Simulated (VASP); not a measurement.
# Dielectric function of KF (Carobbiite)

Wanted: where KF (Carobbiite) absorbs light, and how strongly it screens. The cell is of the rock-salt type, one of the forms listed for this formula. The start is a cell from a database of measured crystal structures.

Calculated with VASP 6.6.1; PBE; plane waves and PAW (K_sv, F).

Report form: the programs' logs are mostly left out.

## (1) Set-up

Symmetry: Fm-3m, No. 225, cubic system. Conventional cell: a = 5.344 Å, b = 5.344 Å, c = 5.344 Å, α = 90.00°, β = 90.00°, γ = 90.00°. Nearest to K lie 6 F at 2.67 Å. Nearest to F lie 6 K at 2.67 Å. Farther neighbours and most contacts between anions are not listed.

Structure file:

```xyz
2
Lattice="0.0000 2.6719 2.6719 2.6719 0.0000 2.6719 2.6719 2.6719 0.0000" Properties=species:S:1:pos:R:3 pbc="T T T"
K     0.0000    0.0000    0.0000
F     2.6719    2.6719    2.6719
```

## (2) Ground state

The ground state comes first.

Input file INCAR:

```
SYSTEM = KF
PREC = Accurate
ENCUT = 520
EDIFF = 1E-07
NELM = 100
ISMEAR = 0
SIGMA = 0.05
LREAL = .FALSE.
ALGO = Normal
GGA = PE
NBANDS = 14
LORBIT = 11
LWAVE = .FALSE.
LCHARG = .FALSE.
KPAR = 4
```

Input file POSCAR:

```
KF
1.0
    0.0000000000      2.6718500000      2.6718500000
    2.6718500000      0.0000000000      2.6718500000
    2.6718500000      2.6718500000      0.0000000000
K F
1 1
Direct
    0.0000000000      0.0000000000      0.0000000000
    0.5000000000      0.5000000000      0.5000000000
```

Input file KPOINTS:

```
Automatic mesh
0
Gamma
7 7 7
0 0 0
```

PAW data sets: K_sv and F (PBE family, release 64).

Command:

```console
$ mpirun -np 4 vasp_std
```

Run time: 8.2 s. Hardware: 4 MPI ranks of AMD EPYC 7R43, shared host; peak memory 0.49 GiB; 30 s of CPU time.

The gap is read on the k-mesh alone, so it is an upper bound where the band edges lie off the mesh.

Numbers from this step:

| Quantity | Value |
| --- | --- |
| free energy (TOTEN) | -8.290 eV |
| Fermi energy | -2.538 eV |
| pressure | 1.423 GPa |
| gap on the k-mesh | 6.166 eV |
| least direct gap on the k-mesh | 6.166 eV |

The cell has a gap of 6.17 eV on this mesh.

## (3) Spectrum

LOPTICS sums the direct transitions; the mesh is finer and NBANDS larger than for the ground state.

INCAR, as its differences from that of step 2:

```diff
@@ -10,4 +10,3 @@
 GGA = PE
-NBANDS = 14
-LORBIT = 11
+NBANDS = 28
 LWAVE = .FALSE.
@@ -15 +14,4 @@
 KPAR = 4
+LOPTICS = .TRUE.
+NEDOS = 2000
+CSHIFT = 0.1
```

POSCAR is that of step 2.

Input file KPOINTS:

```
Automatic mesh
0
Gamma
11 11 11
0 0 0
```

Command:

```console
$ mpirun -np 4 vasp_std
```

Elapsed: 33 s, on 4 MPI ranks; peak memory 0.77 GiB.

These are independent-particle spectra without excitons or local fields, and fine structure depends on the mesh and on CSHIFT.

Numbers from this step:

| Property | Result |
| --- | --- |
| Fermi energy | -2.587 eV |
| pressure | 1.421 GPa |

The imaginary dielectric function, xx has structure finer than the step of the table below, so its rows give means over 1 eV, whole bins alone (the curve runs from 0 to 25.0 eV). Peaks (eV: height): 10.4: 1.84, 11.8: 1.46, 13.5: 1.31, 18.9: 2.85, 21.3: 3.76, 22.9: 3.27, 23.7: 2.54.

Absorption under the direct gap is the tail of the CSHIFT broadening, and fine structure depends on the mesh. Table of imaginary dielectric function, xx by photon energy; means over each step:

```tsv
photon energy (eV)	imaginary dielectric function, xx
1	0.00131
2	0.00283
3	0.00479
4	0.00785
5	0.0145
6	0.100
7	0.389
8	0.643
9	1.11
10	1.54
11	0.914
12	1.11
13	0.962
14	0.847
15	0.576
16	0.684
17	0.490
18	1.18
19	2.42
20	1.31
21	2.34
22	2.15
23	2.45
24	1.73
```

Table of real dielectric function, xx by photon energy:

```tsv
photon energy (eV)	real dielectric function, xx
0	2.07
1	2.07
2	2.09
3	2.13
4	2.19
5	2.29
6	2.53
7	2.62
8	2.50
9	2.56
10	2.14
11	1.57
12	1.36
13	1.66
14	1.38
15	1.93
16	1.65
17	2.13
18	3.00
19	1.31
20	1.03
21	2.70
22	0.884
23	0.0325
24	-0.663
```

## (4) Static response with local fields

Perturbation theory (LEPSILON) gives the dielectric tensor with local fields, and the Born charges.

Input file INCAR:

```
SYSTEM = KF
PREC = Accurate
ENCUT = 520
EDIFF = 1E-08
NELM = 100
ISMEAR = 0
SIGMA = 0.01
LREAL = .FALSE.
ALGO = Normal
GGA = PE
NBANDS = 14
LWAVE = .FALSE.
LCHARG = .FALSE.
KPAR = 4
LEPSILON = .TRUE.
```

POSCAR is that of step 3.

KPOINTS is that of step 3.

Command:

```console
$ mpirun -np 4 vasp_std
```

It took 3.1 min on 4 MPI ranks; peak memory 1.1 GiB.

Energies printed during the response cycles are not total energies of the cell.

Numbers from this step:

* Fermi energy: -2.704 eV
* pressure: 1.423 GPa

Electronic dielectric tensor with local fields:

```
1.98 0.00 0.00
0.00 1.98 0.00
0.00 0.00 1.98
```

Born effective charge (e), principal values of the symmetric part by kind of site:

```tsv
atom	atoms with these values	low	middle	high	mean
K1	1	1.14	1.14	1.14	1.14
F2	1	-1.14	-1.14	-1.14	-1.14
```

In full for K1:

```
1.14 0.00 0.00
0.00 1.14 0.00
0.00 0.00 1.14
```

The mean electronic (clamped-ion) dielectric constant is 1.98.

## (5) Summary of results

```yaml
pbe_independent_particles: eps xx at zero frequency 2.07, centre of weight of eps2 xx, over the range kept, at 17.47 eV, mesh 11×11×11
pbe_with_local_fields: eps 1.98, 1.98, 1.98
```

In words: Local fields, and the bands above those summed, take the mean static value from 2.07 to 1.98. Excitons and quasiparticle shifts are absent, so the onset tends to lie too low and its shape can differ.

[Lines on the potential files, build, host, timing and source positions are cut from VASP's logs without a mark.]

[Logs are printed without paths, hosts, clocks, repeated set-up lines and the standing remarks that a program may print on its own settings, such as how far it seeks lower states.]

[Hosts, paths, dates, database ids (printed as entryN), source tags and the programs' standing remarks are cut or masked in the printed files.]
